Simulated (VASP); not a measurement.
# TaAs (I4_1md) in VASP: further runs

Runs on TaAs. Level: PBE. Tasks: relaxation of cell and atoms.

Program: VASP 6.6.1. These are calculated values, not measurements. Logs are shortened: lines on timing, memory, paths and dates and some standing lists are left out, and cuts for length are marked.

### 1 Starting point

Symmetry: I4_1md, No. 109, tetragonal system. The conventional cell has a = 3.444 Å, b = 3.444 Å, c = 11.736 Å, α = 90.00°, β = 90.00°, γ = 90.00°. Ta (site symmetry 2mm) has 6 As at 2.61 to 2.62 Å as nearest neighbours. Around As (site symmetry 2mm) lie 6 Ta at 2.61 to 2.62 Å.

The cell is a database's computed one.

### 2 Relaxation of cell and atoms, PBE, collinear spin, ferromagnetic start

File INCAR:

```
SYSTEM = TaAs
ALGO = Fast ; EDIFF = 1E-7
EDIFFG = -0.002 ; ENCUT = 520
GGA = PE ; IBRION = 2
ISIF = 3 ; ISMEAR = 0
ISPIN = 2 ; LASPH = .TRUE.
LCHARG = .FALSE. ; LMAXMIX = 4
LORBIT = 11 ; LREAL = .FALSE.
LWAVE = .FALSE. ; MAGMOM = 1 1 0 0
NELM = 120 ; NSW = 80
PREC = Accurate ; SIGMA = 0.1
```

File KPOINTS:

```
k-points
0
G
  6 6 6
  0 0 0
```

File POSCAR:

```
TaAs
1.0
   -1.7218133600      1.7218133600      5.8679415400
    1.7218133600     -1.7218133600      5.8679415400
    1.7218133600      1.7218133600     -5.8679415400
Ta As
2 2
Direct
    0.4999673000      0.9999673000      0.5000000000
    0.7499673000      0.7499673000      0.0000000000
    0.0826321200      0.5826321200      0.5000000000
    0.3326321200      0.3326321200      0.0000000000
```

Potentials or basis: VASP PAW PBE potentials, release 64 (Ta_pv, As).

Started as:

```console
$ cat potpaw_PBE.64/Ta_pv/POTCAR potpaw_PBE.64/As/POTCAR > POTCAR
$ mpirun -np 1 vasp_std > vasp.out
```

OUTCAR:

```text
SYSTEM = TaAs
   EDIFF = 1E-7
   EDIFFG = -0.002
   ENCUT = 520
   GGA = PE
   IBRION = 2
   ISIF = 3
   ISMEAR = 0
   ISPIN = 2
   LASPH = .TRUE.
   LORBIT = 11
   LREAL = .FALSE.
   NELM = 120
   NSW = 80
   PREC = Accurate

 ion  position               nearest neighbor table
   1  0.500  1.000  0.500-   4 2.61   4 2.61   3 2.62   3 2.62   3 2.62   3 2.62   2 3.40   2 3.40
                             2 3.40   2 3.40
   2  0.750  0.750  0.000-   3 2.61   3 2.61   4 2.62   4 2.62   4 2.62   4 2.62   1 3.40   1 3.40
                             1 3.40   1 3.40
   3  0.083  0.583  0.500-   2 2.61   2 2.61   1 2.62   1 2.62   1 2.62   1 2.62
   4  0.333  0.333  0.000-   1 2.61   1 2.61   2 2.62   2 2.62   2 2.62   2 2.62

  LATTYP: Found a body centered tetragonal cell.
 ALAT       =     3.4436267200
 C/A-ratio  =     3.4080009345

  Lattice vectors:

 A1 = (  -1.7218133600,   1.7218133600,   5.8679415400)
 A2 = (   1.7218133600,  -1.7218133600,   5.8679415400)
 A3 = (   1.7218133600,   1.7218133600,  -5.8679415400)

Analysis of symmetry for initial positions (statically):
=====================================================================
 Subroutine PRICEL returns:
 Original cell was already a primitive cell.

 Routine SETGRP: Setting up the symmetry group for a
 body centered tetragonal supercell.

 Subroutine GETGRP returns: Found  8 space group operations
 (whereof  4 operations were pure point group operations)
 out of a pool of 16 trial point group operations.

The static configuration has the point symmetry C_2v.
 The point group associated with its full space group is C_4v.

Analysis of symmetry for dynamics (positions and initial velocities):
=====================================================================
 Subroutine PRICEL returns:
 Original cell was already a primitive cell.

 Routine SETGRP: Setting up the symmetry group for a
 body centered tetragonal supercell.

 Subroutine GETGRP returns: Found  8 space group operations
 (whereof  4 operations were pure point group operations)
 out of a pool of 16 trial point group operations.

The dynamic configuration has the point symmetry C_2v.
 The point group associated with its full space group is C_4v.

Analysis of structural, dynamic, and magnetic symmetry:
=====================================================================
 Subroutine PRICEL returns:
 Original cell was already a primitive cell.

 Routine SETGRP: Setting up the symmetry group for a
 body centered tetragonal supercell.

 Subroutine GETGRP returns: Found  8 space group operations
 (whereof  4 operations were pure point group operations)
 out of a pool of 16 trial point group operations.

The overall configuration has the point symmetry C_2v.
[... 139 lines left out ...]
  energy-cutoff  :      520.00
  volume of cell :       69.59
 maximum number of plane-waves:      1896
   NGX = 23   NGY = 23   NGZ = 23

--------------------------------------- Ionic step        1  -------------------------------------------

 number of electron      32.0000002 magnetization      -0.0000037

 number of electron      32.0000002 magnetization       0.0000049

 Free energy of the ion-electron system (eV)
  ---------------------------------------------------
  ext. energy  EPLUGINS =         0.00000000
  ---------------------------------------------------
  free energy    TOTEN  =       -35.08490426 eV

  energy without entropy =      -35.08131581  energy(sigma->0) =      -35.08311004

------------------------ aborting loop because EDIFF is reached ----------------------------------------

  FORCE on cell =-STRESS in cart. coord.  units (eV):
  Direction    XX          YY          ZZ          XY          YZ          ZX
  --------------------------------------------------------------------------------------
  -------------------------------------------------------------------------------------
  Total        1.2690581      1.2690581      1.0289010      0.0000000      0.0000000      0.0000000
  in kB       29.2195926     29.2195926     23.6900643      0.0000000      0.0000000      0.0000000
  external PRESSURE =      27.3764165 kB  Pullay stress =       0.0000000 kB
[... 99 lines left out ...]
  FREE ENERGIE OF THE ION-ELECTRON SYSTEM (eV)
  ---------------------------------------------------
  free  energy   TOTEN  =       -35.0937363530 eV

  energy  without entropy=      -35.0900933107  energy(sigma->0) =      -35.09191483

[... ionic steps 4 to 8 ...]

--------------------------------------- Ionic step        9  -------------------------------------------

 number of electron      32.0000002 magnetization      -0.0000000

 number of electron      32.0000002 magnetization       0.0000001
[... 77 lines left out ...]
 number of electron      32.0000002 magnetization       0.0000000

 number of electron      32.0000002 magnetization      -0.0000000

 Free energy of the ion-electron system (eV)
  ---------------------------------------------------
  ext. energy  EPLUGINS =         0.00000000
  ---------------------------------------------------
  free energy    TOTEN  =       -35.09379785 eV

  energy without entropy =      -35.09014781  energy(sigma->0) =      -35.09197283

 E-fermi :   6.8143     XC(G=0): -11.8379

 val. band max:        6.7595346738   @ k =  -0.1667   0.5000   0.1667
 cond. band min:       6.8663292900   @ k =  -0.1667   0.3333   0.1667
 fundamental gap:      0.1067946162
 Fermi energy:         6.8142574669

 spin component 1

 k-point     1 :       0.0000    0.0000    0.0000
  band No.  band energies     occupation
      1     -28.1834      1.00000
      2     -28.1527      1.00000
      3     -28.1527      1.00000
      4     -28.0097      1.00000
      5     -28.0097      1.00000
      6     -27.9600      1.00000
[... 565 lines left out ...]
     20       9.3989      0.00000
     21      10.0696      0.00000

 [... further k-points ...]

 spin component 2

 k-point     1 :       0.0000    0.0000    0.0000
  band No.  band energies     occupation
      1     -28.1834      1.00000
      2     -28.1527      1.00000
      3     -28.1527      1.00000
      4     -28.0097      1.00000
      5     -28.0097      1.00000
      6     -27.9600      1.00000
[... 598 lines left out ...]
  FREE ENERGIE OF THE ION-ELECTRON SYSTEM (eV)
  ---------------------------------------------------
  free  energy   TOTEN  =       -35.0937978459 eV

  energy  without entropy=      -35.0901478059  energy(sigma->0) =      -35.09197283

 reached required accuracy - stopping structural energy minimisation

 total charge

# of ion       s       p       d       tot
------------------------------------------
    1        0.275   6.155   2.371   8.801
    2        0.275   6.155   2.371   8.801
    3        1.188   1.666   0.079   2.933
    4        1.188   1.666   0.079   2.933
--------------------------------------------------
tot          2.925  15.642   4.901  23.468

 magnetization (x)

# of ion       s       p       d       tot
------------------------------------------
    1       -0.000  -0.000   0.000   0.000
    2       -0.000  -0.000   0.000   0.000
    3        0.000   0.000  -0.000   0.000
    4        0.000   0.000  -0.000   0.000
--------------------------------------------------
tot          0.000   0.000   0.000   0.000
```

OSZICAR:

```text
N       E                     dE             d eps       ncg     rms          rms(c)
DAV:   1     0.243636783721E+03    0.24364E+03   -0.17046E+04  2520   0.148E+03
DAV:   2    -0.251806207651E+02   -0.26882E+03   -0.25978E+03  2935   0.382E+02
[... 113 lines left out ...]
  10 F= -.35093797E+02 E0= -.35091970E+02  d E =-.189986E-05  mag=     0.0000
       N       E                     dE             d eps       ncg     rms          rms(c)
DAV:   1    -0.350937992892E+02   -0.19128E-05   -0.52117E-05  2926   0.583E-02    0.775E-03
RMM:   2    -0.350937982832E+02    0.10059E-05   -0.18223E-06  2520   0.101E-02    0.318E-03
RMM:   3    -0.350937979181E+02    0.36519E-06   -0.10121E-06  2442   0.635E-03    0.106E-03
RMM:   4    -0.350937978459E+02    0.72111E-07   -0.12110E-07  1507   0.226E-03
  11 F= -.35093798E+02 E0= -.35091973E+02  d E =-.227240E-05  mag=     0.0000
```

Run time: 18 min. Hardware: 1 thread of Intel Xeon Platinum 8488C (Sapphire Rapids), shared host; peak memory 0.47 GiB.

What came out:

| Property | Result |
| --- | --- |
| Free energy | -35.0938 eV |
| Relaxed volume | 17.65 Å³/atom |
| Relaxed cell | a = 6.378 Å, b = 6.378 Å, c = 6.378 Å, α = 148.50°, β = 148.50°, γ = 45.15° |
| Space group after relaxing (to 0.05 Å) | I4_1md (No. 109) |
| Energy gained by relaxing | 2.2 meV/atom |
| Ionic steps | 11 |
| Pressure after relaxing | 0.0 GPa |
| Band gap on the k mesh | 0.11 eV, indirect (least direct gap 0.19 eV) |
| Net moment | 0.00 μB per cell |
| Valence electrons inside the program's atomic spheres | Ta 8.80; As 2.93 |

The path:
| step | energy change (eV) | largest force (eV/Å) | pressure (GPa) | volume (Å³) |
| --- | --- | --- | --- | --- |
| 1 | 0.0000 | 0.0366 | 2.74 | 69.59 |
| 2 | 0.0215 | 0.0050 | -4.71 | 72.62 |
| 3 | -0.0088 | 0.0214 | -0.02 | 70.63 |
| 4 | -0.0088 | 0.0218 | 0.03 | 70.61 |
| 5 | -0.0089 | 0.0026 | 0.03 | 70.61 |
| 6 | -0.0089 | 0.0021 | 0.03 | 70.61 |
| 7 | -0.0089 | 0.0004 | -0.05 | 70.63 |
| 8 | -0.0089 | 0.0002 | -0.02 | 70.62 |
| 9 | -0.0089 | 0.0001 | -0.03 | 70.63 |
| 10 | -0.0089 | 0.0016 | 0.02 | 70.61 |
| 11 | -0.0089 | 0.0012 | 0.01 | 70.61 |

Final structure:
```cif
data_structure
_symmetry_space_group_name_H-M 'P 1'
_symmetry_Int_Tables_number 1
_cell_length_a 6.3777
_cell_length_b 6.3777
_cell_length_c 6.3777
_cell_angle_alpha 148.497
_cell_angle_beta 148.497
_cell_angle_gamma 45.153
_cell_volume 70.61
loop_
_atom_site_label
_atom_site_type_symbol
_atom_site_fract_x
_atom_site_fract_y
_atom_site_fract_z
_atom_site_occupancy
Ta1 Ta 0.50012 0.00012 0.50000 1
Ta2 Ta 0.75012 0.75012 0.00000 1
As1 As 0.08248 0.58248 0.50000 1
As2 As 0.33248 0.33248 0.00000 1
```

Levels at points of the mesh, in eV from the valence-band top:
Spin up:
| k point | band 14 | band 15 | band 16 | band 17 | band 18 | band 19 |
| --- | --- | --- | --- | --- | --- | --- |
| (0.00, 0.00, 0.00) | -1.84 | -1.55 | -1.55 | 0.96 | 1.61 | 2.37 |
| (0.50, 0.00, 0.00) | -2.22 | -1.47 | -0.19 | 0.20 | 1.42 | 2.28 |
| (0.50, 0.50, 0.00) | -3.09 | -1.05 | -1.05 | 2.81 | 2.81 | 3.07 |
| (0.50, 0.50, 0.50) | -2.67 | -0.86 | -0.86 | 1.26 | 1.26 | 2.32 |
Spin down:
```tsv
k point	band 13	band 14	band 15	band 16	band 17	band 18	band 19	band 20
(0.00, 0.00, 0.00)	-2.23	-1.84	-1.55	-1.55	0.96	1.61	2.37	3.10
(0.50, 0.00, 0.00)	-2.34	-2.22	-1.47	-0.19	0.20	1.42	2.28	2.47
(0.50, 0.50, 0.00)	-3.09	-3.09	-1.05	-1.05	2.81	2.81	3.07	3.07
(0.50, 0.50, 0.50)	-2.67	-2.67	-0.86	-0.86	1.26	1.26	2.32	2.32
```

Caveat: the k mesh is coarse (spacing up to 0.43 Å⁻¹), so the values aren't converged; spin-orbit coupling is left out, which moves the levels of the heavy elements.

### 3 Relaxation of cell and atoms, PBE, collinear spin, ferromagnetic start

This run uses another cell than the first one, of 17.65 Å³/atom, 1.015 times its volume.

INCAR is that of step 2.

KPOINTS is that of step 2.

File POSCAR:

```
TaAs                                    
1.0
   -1.7313605981      1.7313605981      5.8890048554
    1.7313605981     -1.7313605981      5.8890048554
    1.7313605981      1.7313605981     -5.8890048554
  Ta              As            
     2     2
Direct
     0.5001195833944653    0.0001195833944653    0.5000000000000000
     0.7501195833944653    0.7501195833944653    0.0000000000000000
     0.0824798366055358    0.5824798366055358    0.5000000000000000
     0.3324798366055358    0.3324798366055358    0.0000000000000000
```

Potentials or basis: VASP PAW PBE potentials, release 64 (Ta_pv, As).

Started as:

```console
$ cat potpaw_PBE.64/Ta_pv/POTCAR potpaw_PBE.64/As/POTCAR > POTCAR
$ mpirun -np 1 vasp_std > vasp.out
```

Run time: 3.2 min. Hardware: 1 thread of Intel Xeon Platinum 8488C (Sapphire Rapids), shared host; peak memory 0.44 GiB.

Results (log left out):

```
Free energy                                           : -35.0940 eV
Pressure after relaxing                               : 0.0 GPa
Band gap on the k mesh                                : 0.11 eV, indirect (least direct gap 0.19 eV)
Net moment                                            : 0.00 μB per cell
Valence electrons inside the program's atomic spheres : Ta 8.80; As 2.93
```

Final structure:
```cif
data_structure
_symmetry_space_group_name_H-M 'P 1'
_symmetry_Int_Tables_number 1
_cell_length_a 6.3777
_cell_length_b 6.3777
_cell_length_c 6.3777
_cell_angle_alpha 148.497
_cell_angle_beta 148.497
_cell_angle_gamma 45.153
_cell_volume 70.61
loop_
_atom_site_label
_atom_site_type_symbol
_atom_site_fract_x
_atom_site_fract_y
_atom_site_fract_z
_atom_site_occupancy
Ta1 Ta 0.50012 0.00012 0.50000 1
Ta2 Ta 0.75012 0.75012 0.00000 1
As1 As 0.08248 0.58248 0.50000 1
As2 As 0.33248 0.33248 0.00000 1
```

Levels at points of the mesh, in eV from the valence-band top:
Spin up:
```csv
k point,band 13,band 14,band 15,band 16,band 17,band 18,band 19,band 20
"(0.00, 0.00, 0.00)",-2.23,-1.84,-1.55,-1.55,0.96,1.61,2.37,3.10
"(0.50, 0.00, 0.00)",-2.34,-2.22,-1.47,-0.19,0.20,1.42,2.28,2.48
"(0.50, 0.50, 0.00)",-3.09,-3.09,-1.05,-1.05,2.84,2.86,3.10,3.38
"(0.50, 0.50, 0.50)",-2.67,-2.67,-0.86,-0.86,1.26,1.26,2.32,2.46
```
Spin down:
```tsv
k point	band 13	band 14	band 15	band 16	band 17	band 18	band 19	band 20
(0.00, 0.00, 0.00)	-2.23	-1.84	-1.55	-1.55	0.96	1.61	2.37	3.10
(0.50, 0.00, 0.00)	-2.34	-2.22	-1.47	-0.19	0.20	1.42	2.28	2.47
(0.50, 0.50, 0.00)	-3.09	-3.09	-1.05	-1.05	2.86	2.89	3.13	3.35
(0.50, 0.50, 0.50)	-2.67	-2.67	-0.86	-0.86	1.26	1.26	2.32	2.49
```

Caveat: the k mesh is coarse (spacing up to 0.43 Å⁻¹), so the values aren't converged; the relaxation stopped at its first step, so nothing moved; spin-orbit coupling is left out, which moves the levels of the heavy elements. A k mesh can miss the band edges.
